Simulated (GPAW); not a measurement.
ZrS2:

```
Zr S
1.0
     3.69138    0.00000    0.00000
    -1.84569    3.19683    0.00000
     0.00000    0.00000    6.04108
Zr S
1 2
Direct
  0.00000 0.00000 0.00000
  0.33333 0.66667 0.23791
  0.66667 0.33333 0.76209
```

The cell is a database's computed one.

```yaml
Program: GPAW 26.7.0
Task: relaxation of cell and atoms
Functional: PBE
Dispersion: D4
Potentials_or_basis: GPAW PAW data sets (gpaw-data 1.2.1)
Cutoff: 600 eV
Basis: pw
k_mesh: 6 × 6 × 3
Occupations: fermi-dirac, width 0.05 eV
Spin: no spin polarisation
```

At the start: pressure -1.7 GPa; volume 23.76 Å³/atom.

**Question.** Where does the relaxation end?

**Answer.** Over 12 steps the energy falls by 6.3 meV/atom and the volume is 22.27 Å³/atom (-6.3 %); space group P-3m1 (No. 164, to 0.05 Å).

Step by step:
```tsv
step	energy change (eV)	largest force (eV/Å)	pressure (GPa)	volume (Å³)
1	0.0000	0.0027	-1.65	71.29
2	-0.0024	0.0398	-1.35	71.04
3	-0.0077	0.1912	0.06	69.84
4	-0.0087	0.1850	0.16	69.64
5	-0.0124	0.0635	0.18	68.75
6	-0.0129	0.0198	-0.02	68.72
7	-0.0134	0.0240	-0.27	68.70
8	-0.0143	0.0660	-0.52	68.58
9	-0.0161	0.1148	-0.77	68.11
10	-0.0178	0.1204	-0.73	67.37
11	-0.0187	0.0658	-0.37	66.91
12	-0.0190	0.0067	-0.04	66.82
```

Final structure:
```cif
data_structure
_symmetry_space_group_name_H-M 'P 1'
_symmetry_Int_Tables_number 1
_cell_length_a 3.6483
_cell_length_b 3.6483
_cell_length_c 5.7970
_cell_angle_alpha 90.000
_cell_angle_beta 90.000
_cell_angle_gamma 120.000
_cell_volume 66.82
loop_
_atom_site_label
_atom_site_type_symbol
_atom_site_fract_x
_atom_site_fract_y
_atom_site_fract_z
_atom_site_occupancy
Zr1 Zr 0.00000 0.00000 0.00000 1
S1 S 0.33333 0.66667 0.25056 1
S2 S 0.66667 0.33333 0.74944 1
```

Caveat: later steps reuse the first step's grids.
